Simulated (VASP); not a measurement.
Write the native input for VASP 6.6.1 that does the following.

```
Task                               : relaxation of cell and atoms
Functional                         : HSE06
Potentials or basis                : VASP PAW PBE potentials, release 64 (In_d, P)
Cutoff                             : 520 eV
k mesh                             : 6 × 6 × 6
Occupations                        : gaussian, width 0.03 eV
Spin                               : no spin polarisation
Grid for exact exchange (PRECFOCK) : Fast
Screening parameter                : 0.2 1/A
Further INCAR settings             : ALGO = Normal; EDIFF = 1e-06; IBRION = 2; EDIFFG = -0.01; NSW = 25; ISIF = 3
```

Crystal: InP.

```
In P
1.0
     0.00000    2.93933    2.93933
     2.93933    0.00000    2.93933
     2.93933    2.93933    0.00000
In P
1 1
Cartesian
  0.0000 0.0000 0.0000
  1.4697 1.4697 1.4697
```

These files were run (other wordings do the same):

POSCAR

```
InP                                     
1.0
   -0.0000000000      2.9393308167      2.9393308167
    2.9393308167     -0.0000000000      2.9393308167
    2.9393308167      2.9393308167      0.0000000000
  In              P             
     1     1
Direct
     0.0000000000000000    0.0000000000000000    0.0000000000000000
     0.2500000000000000    0.2500000000000000    0.2500000000000000
```

INCAR.step1

```
PREC = Accurate ; ENCUT = 520
EDIFF = 1E-5 ; ISMEAR = 0
SIGMA = 0.03 ; LREAL = F
LASPH = T ; NELM = 80
ALGO = Normal ; LWAVE = T
LCHARG = F ; KPAR = 4
GGA = PE
```

INCAR.step2

```
PREC = Accurate ; ENCUT = 520
EDIFF = 1E-6 ; ISMEAR = 0
SIGMA = 0.03 ; LREAL = F
LASPH = T ; NELM = 80
ALGO = Normal ; ISIF = 3
LWAVE = F ; LCHARG = F
GGA = PE ; LHFCALC = T
HFSCREEN = 0.2 ; PRECFOCK = Fast
IBRION = 2 ; NSW = 25
EDIFFG = -0.01 ; KPAR = 4
ISTART = 1
```

KPOINTS

```
Automatic mesh
0
Gamma
  6 6 6
```

Potentials or basis: VASP PAW PBE potentials, release 64 (In_d, P).

The run is started by

```console
$ cat potpaw_PBE.64/In_d/POTCAR potpaw_PBE.64/P/POTCAR > POTCAR
$ cp INCAR.step1 INCAR
$ mpirun -np 4 vasp_std > vasp.out
$ cp INCAR.step2 INCAR
$ mpirun -np 4 vasp_std > vasp.out
```

Results of the run:

| Quantity | Value |
| --- | --- |
| Relaxed volume | 25.64 Å³/atom |
| Relaxed cell | a = 4.170 Å, b = 4.170 Å, c = 4.170 Å, α = 60.00°, β = 60.00°, γ = 60.00° |
| Space group after relaxing (to 0.05 Å) | F-43m (No. 216) |
| Energy gained by relaxing | 0.6 meV/atom |
| Ionic steps | 4 |
| Pressure after relaxing | 0.0 GPa |
| Band gap on the k mesh | 1.40 eV, direct |

Caveat: the PAW data sets were made with another functional, which shifts forces and pressure a little; spin-orbit coupling is left out, which moves the levels of the heavy elements.

Wall time 11 min on 4 MPI ranks on Intel(R) Xeon(R) Platinum 8488C (Sapphire Rapids), on a shared host, peak memory 0.28 GiB a rank.
